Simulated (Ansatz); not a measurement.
## S started in the widest void in zincblende MgS, 65 atoms, charge −2

All numbers come from Ansatz (PAW, plane waves, no spin–orbit coupling) at the single k point (¼, ¼, ¼) without its symmetry partners. The atoms were relaxed with PBEsol in a fixed cell; other functionals are single points on those atoms unless said otherwise. The valence top and gap of the host come from its small cell on a dense mesh, with the band extrema sought between the mesh points, lined up by the mean potential, PBEsol gap 3.32 eV, HSE06 gap 4.56 eV. The charge correction uses an assumed dielectric constant of 8.

Cell: a = 11.303 Å, b = 11.303 Å, c = 11.303 Å, α = 90.00°, β = 90.00°, γ = 90.00°.

Nearest atoms after relaxation, from the placed atom (for vacancies from the middle of the vacant sites): Mg at 2.33 Å, Mg at 2.33 Å, Mg at 2.33 Å, Mg at 2.33 Å, S at 3.13 Å, S at 3.13 Å, S at 3.13 Å, S at 3.14 Å.

Chemical potentials μ are those of reference phases of the elements at zero temperature by the same functional (the usual solids, diamond for C, grey Sn, and the molecules H2, N2, O2, F2, Cl2, Br2 and S8).

| functional | E(defect) − E(host) − Σ nμ + q·E_VBM (eV) | monopole (eV) | alignment (eV) | formation energy at E_F = VBM (eV) | moment (μB) | wall time, shared host |
| --- | --- | --- | --- | --- | --- | --- |
| PBEsol | 6.49 | 0.90 | -0.03 | 7.36 | 0 (no spin) | 5 s on NVIDIA H100 (relaxation) |

Question: Estimate the formation energy and moment that HSE06 gives on these atoms.

Answer: 9.04 eV at E_F = VBM (8.15 eV before the monopole term 0.90 eV and the alignment -0.01 eV), moment 0 (no spin).

Question: How does the monopole term follow by hand for this cubic cell?

Answer: q²·α·e²/(4πε₀)/(2εL) with the Madelung constant α = 2.837 and e²/4πε₀ = 14.40 eV·Å: 4 × 2.837 × 14.40 / (2 × 8 × 11.303) = 0.90 eV.

HSE06 one-electron levels near the gap (the ten most localised at most), from the host's valence top, not corrected for the charge's images:

```csv
level (eV),spin,filling,atoms sharing it,element of the atom with most weight
-0.02,both,2.00,14.3,S
-0.02,both,2.00,14.4,S
0.05,both,2.00,9.9,S
0.17,both,2.00,11.6,S
0.17,both,2.00,11.7,S
0.19,both,2.00,9.0,S
0.24,both,2.00,14.7,S
1.80,both,2.00,4.9,S
1.86,both,2.00,4.9,S
1.86,both,2.00,4.9,S
```

All elements are taken at their own reference at once; growth conditions in equilibrium with the host shift these energies, by up to the host's formation enthalpy.

One k point and a cell of this size can leave errors of several tenths of an eV in such numbers.
